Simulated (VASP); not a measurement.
# Na (I4/mmm) in VASP: further runs

Runs on Na. Level: PBE. Tasks: single point.

Everything below comes from runs of VASP 6.6.1. Logs are shortened: lines on timing, memory, paths and dates and some standing lists are left out, and cuts for length are marked.

## Step 1: Starting point

The structure is tetragonal, space group I4/mmm (No. 139). Conventional cell: a = 3.777 Å, b = 3.777 Å, c = 5.275 Å, α = 90.00°, β = 90.00°, γ = 90.00°. Around Na (site symmetry 4/mmm) lie 12 Na at 3.75 to 3.78 Å.

This isn't the form of Na at room conditions, which is bcc.

## Step 2: Single point, PBE

The input, INCAR:

```
PREC = Accurate
ENCUT = 340
EDIFF = 1E-6
ISMEAR = 1
SIGMA = 0.1
LREAL = F
LASPH = T
NELM = 100
ALGO = Normal
ISIF = 2
LWAVE = F
LCHARG = F
GGA = PE
NBANDS = 10
ADDGRID = F
```

The input, KPOINTS:

```
Automatic mesh
0
Gamma
  10 10 10
```

The input, POSCAR:

```
Na
1.0
   -1.8882910800      1.8882910800      2.6372766800
    1.8882910800     -1.8882910800      2.6372766800
    1.8882910800      1.8882910800     -2.6372766800
Na
1
Direct
    0.0000000000      0.0000000000      0.0000000000
```

Potentials or basis: VASP PAW PBE potentials, release 64 (Na_pv).

The run is started by

```console
$ cat potpaw_PBE.64/Na_pv/POTCAR > POTCAR
$ mpirun -np 1 vasp_std > vasp.out
```

OUTCAR:

```text
PREC = Accurate
   ENCUT = 340
   EDIFF = 1E-6
   ISMEAR = 1
   LREAL = F
   LASPH = T
   NELM = 100
   ISIF = 2
   GGA = PE

 Found    102 irreducible k-points:

 Following reciprocal coordinates:
            Coordinates               Weight
  0.000000  0.000000  0.000000      1.000000
  0.100000 -0.000000  0.000000      8.000000
  0.200000 -0.000000  0.000000      8.000000
  0.300000 -0.000000  0.000000      8.000000
  0.400000 -0.000000  0.000000      8.000000
  0.500000 -0.000000  0.000000      4.000000
   k-points           NKPTS =    102   k-points in BZ     NKDIM =    102   number of bands    NBANDS=     10
   number of dos      NEDOS =    301   number of ions     NIONS =      1
   total plane-waves  NPLWV =  13824
   dimension x,y,z NGX =    24 NGY =   24 NGZ =   24
   dimension x,y,z NGXF=    48 NGYF=   48 NGZF=   48
   ions per type =               1
   NGX,Y,Z   is equivalent  to a cutoff of  10.63, 10.63, 10.63 a.u.
   NGXF,Y,Z  is equivalent  to a cutoff of  21.26, 21.26, 21.26 a.u.
 SYSTEM =  unknown system
   PREC   = accura    normal or accurate (medium, high low for compatibility)
   ISTART =      0    job   : 0-new  1-cont  2-samecut
   ICHARG =      2    charge: 1-file 2-atom 10-const
   ISPIN  =      1    spin polarized calculation?
   LNONCOLLINEAR =      F non collinear calculations
   LSORBIT =      F    spin-orbit coupling
   LASPH  =      T    aspherical Exc in radial PAW
   ENCUT  =  340.0 eV  24.99 Ry    5.00 a.u.   5.64  5.64  5.64*2*pi/ulx,y,z
   NELM   =    100;   NELMIN=  2; NELMDL= -5     # of ELM steps
   EDIFF  = 0.1E-05   stopping-criterion for ELM
   LREAL  =      F    real-space projection
   EDIFFG = 0.1E-04   stopping-criterion for IOM
   NSW    =      0    number of steps for IOM
   IBRION =     -1    ionic relax: 0-MD 1-quasi-New 2-CG
   NFREE  =      0    steps in history (QN), initial steepest desc. (CG)
   ISIF   =      2    stress and relaxation
   ISYM   =      2    0-nonsym 1-usesym 2-fastsym
   POTIM  = 0.5000    time-step for ionic-motion
   TEBEG  =    0.0;   TEEND  =   0.0 temperature during run
   PSTRESS=    0.0 pullay stress
   NELECT =       7.0000    total number of electrons
   NUPDOWN=      -1.0000    fix difference up-down
   EMIN   =  10.00;   EMAX   =-10.00  energy-range for DOS
   EFERMI =   0.00;   METHOD = LEGACY
   ISMEAR =     1;   SIGMA  =   0.10  broadening in eV -4-tet -1-fermi 0-gaus
   EFERMI_NEDOS =   21; number of points for ismear=-14 and -15
   IALGO  =     38    algorithm
   IMIX   =      4    mixing-type and parameters
     AMIX     =   0.40;   BMIX     =  1.00
     AMIX_MAG =   1.60;   BMIX_MAG =  1.00
  volume/ion in A,a.u.               =      37.61       253.83
  Fermi-wavevector in a.u.,A,eV,Ry     =   0.934666  1.766262 11.886050  0.873600
  Thomas-Fermi vector in A             =   2.061494
   LORBIT       =      0    0 simple, 1 ext, 2 COOP (PROOUT), +10 PAW based schemes
   GGA     = PE    functional components
   LHFCALC =     F    Hartree Fock is set to
   AEXX    =    0.0000 exact exchange contribution
   IVDW    =     0    specifies the selected vdW correction
   LEPSILON=     F    determine dielectric tensor
   LRPA    =     F    only Hartree local field effects (RPA)
 non-spin polarized calculation
 Methfessel and Paxton  Order N= 1 SIGMA  =   0.10
  energy-cutoff  :      340.00
  volume of cell :       37.61
 maximum number of plane-waves:       548
   NGX = 11   NGY = 11   NGZ = 11

 number of electron       6.9999996 magnetization

 Free energy of the ion-electron system (eV)
  ---------------------------------------------------
  ext. energy  EPLUGINS =         0.00000000
  ---------------------------------------------------
  free energy    TOTEN  =        -1.31135928 eV

  energy without entropy =       -1.31007387  energy(sigma->0) =       -1.31093081

 E-fermi :   0.1922     XC(G=0):  -6.4652

 val. band max:        0.1901140477   @ k =   0.4000   0.1000   0.0000
 cond. band min:       0.2251054563   @ k =  -0.3000  -0.4000   0.2000
 fundamental gap:      0.0349914086
 Fermi energy:         0.1921859129

 k-point     1 :       0.0000    0.0000    0.0000
  band No.  band energies     occupation
      1     -24.6100      2.00000
      2     -24.6097      2.00000
      3     -24.6097      2.00000
      4      -2.9628      2.00000
      5      11.2782      0.00000
      6      11.2782      0.00000
      7      11.3209      0.00000
      8      12.3809      0.00000
      9      12.8240      0.00000
     10      12.8246      0.00000

 k-point     2 :       0.1000   -0.0000    0.0000
  band No.  band energies     occupation
      1     -24.6130      2.00000
      2     -24.6103      2.00000
      3     -24.6102      2.00000
      4      -2.7980      2.00000
      5       9.2841      0.00000
      6      10.9612      0.00000
      7      11.0106      0.00000
      8      12.3096      0.00000
      9      13.3786      0.00000
     10      13.3972      0.00000

 k-point     3 :       0.2000   -0.0000    0.0000
  band No.  band energies     occupation
      1     -24.6215      2.00000
      2     -24.6115      2.00000
      3     -24.6114      2.00000
      4      -2.3067      2.00000
      5       6.8874      0.00000
      6      10.5337      0.00000
      7      10.6155      0.00000
      8      11.8196      0.00000
      9      13.3599      0.00000
     10      13.5967      0.00000

 k-point     4 :       0.3000   -0.0000    0.0000
  band No.  band energies     occupation
      1     -24.6317      2.00000
      2     -24.6130      2.00000
      3     -24.6128      2.00000
      4      -1.4979      2.00000
      5       4.6873      0.00000
      6      10.2829      0.00000
      7      10.3971      0.00000
      8      11.5027      0.00000
      9      12.3091      0.00000
     10      12.5376      0.00000

 k-point     5 :       0.4000   -0.0000    0.0000
  band No.  band energies     occupation
      1     -24.6400      2.00000
      2     -24.6143      2.00000
      3     -24.6140      2.00000
      4      -0.3867      2.00000
      5       2.7379      0.00000
      6      10.2256      0.00000
      7      10.3717      0.00000
      8      11.3804      0.00000
      9      11.5619      0.00000
     10      11.7882      0.00000

 k-point     6 :       0.5000   -0.0000    0.0000
  band No.  band energies     occupation
      1     -24.6432      2.00000
      2     -24.6148      2.00000
      3     -24.6144      2.00000
      4       0.8397     -0.00000
      5       1.2319     -0.00000
      6      10.2531      0.00000
      7      10.4187      0.00000
      8      11.2646      0.00000
      9      11.3033      0.00000
     10      11.5544      0.00000

 [... further k-points ...]

------------------------ aborting loop because EDIFF is reached ----------------------------------------

  FORCE on cell =-STRESS in cart. coord.  units (eV):
  Direction    XX          YY          ZZ          XY          YZ          ZX
  --------------------------------------------------------------------------------------
  -------------------------------------------------------------------------------------
  Total       -0.0390955     -0.0390955     -0.0759122      0.0000000     -0.0000000      0.0000000
  in kB       -1.6652680     -1.6652680     -3.2334686      0.0000000     -0.0000000      0.0000000
  external PRESSURE =      -2.1880015 kB  Pullay stress =       0.0000000 kB

 VOLUME and BASIS-vectors are now :
 -----------------------------------------------------------------------------
  energy-cutoff  :      340.00
  volume of cell :       37.61
      direct lattice vectors                 reciprocal lattice vectors
    -1.888291080  1.888291080  2.637276680     0.000000000  0.264789685  0.189589512
     1.888291080 -1.888291080  2.637276680     0.264789685  0.000000000  0.189589512
     1.888291080  1.888291080 -2.637276680     0.264789685  0.264789685  0.000000000

 POSITION                                       TOTAL-FORCE (eV/Angst)
 -----------------------------------------------------------------------------------
      0.00000      0.00000      0.00000         0.000000      0.000000      0.000000
 -----------------------------------------------------------------------------------
    total drift:                               -0.000000      0.000000      0.000000

  FREE ENERGIE OF THE ION-ELECTRON SYSTEM (eV)
  ---------------------------------------------------
  free  energy   TOTEN  =        -1.3113592764 eV

  energy  without entropy=       -1.3100738739  energy(sigma->0) =       -1.31093081
```

Run time: 7.6 s. Hardware: 1 thread of AMD EPYC 9R45 (Zen 5), shared host; peak memory 0.11 GiB.

These settings aren't checked as converged: the numbers below hold their error.

Results:

* Free energy: -1.3114 eV
* Pressure: -0.2 GPa
* Band gap on the k mesh: none (metal or under the smearing width)

## Step 3: Single point, PBE

Edit INCAR of step 2 so:

```diff
@@ -1,3 +1,3 @@
 PREC = Accurate
-ENCUT = 340
+ENCUT = 460
 EDIFF = 1E-6
```

The input, KPOINTS:

```
Automatic mesh
0
Gamma
  9 9 9
```

POSCAR is that of step 2.

Potentials or basis: VASP PAW PBE potentials, release 64 (Na_pv).

The run is started by

```console
$ cat potpaw_PBE.64/Na_pv/POTCAR > POTCAR
$ mpirun -np 1 vasp_std > vasp.out
```

Wall time 9.2 s (1 thread of AMD EPYC 9R45 (Zen 5), shared host); peak memory 0.12 GiB.

These settings aren't checked as converged: the numbers below hold their error.

What came out:

| Item | Value |
| --- | --- |
| Free energy | -1.3081 eV |
| Pressure | -0.2 GPa |
| Band gap on the k mesh | none (metal or under the smearing width) |
